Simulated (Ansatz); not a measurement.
**AlRu (Pm-3m), zone-centre modes**

Method: DFT PBE, scalar-relativistic, plane waves, PAW (Ansatz 0.2.0). Settings: plane waves to 420 eV, k-mesh 18×18×18 (Γ-centred), Gaussian smearing 0.15 eV. No spin polarisation.

The starting cell (relaxed at this level; it needn't be the usual structure):

```
Al Ru
1.0
    -3.00408    0.00000   -3.00408
     0.00000   -3.00408   -3.00408
    -3.00408   -3.00408    0.00000
Al Ru
2 2
Direct
  0.50000 0.50000 0.50000
  0.00000 0.00000 0.00000
  0.25000 0.25000 0.25000
  0.75000 0.75000 0.75000
```

Harmonic modes by finite displacements of 0.02 Å, without the LO–TO term. The cell doubles the primitive one, so its zone centre also holds the primitive cell's point q = (1/2, 1/2, 1/2).

Problem. At this geometry, is the structure stable against these modes?

Solution. Yes: no mode is imaginary beyond 10 cm⁻¹, and only the three translations lie near zero.

Problem. List the wavenumbers in cm⁻¹.

Solution. 0, 0, 0, 181, 181, 181, 308, 308, 308, 331, 331, 331.

Cost: 1 run of about 3 core-minutes, on Intel Xeon Processor @ 2.50GHz (Skylake/Cascade Lake) (shared hosts).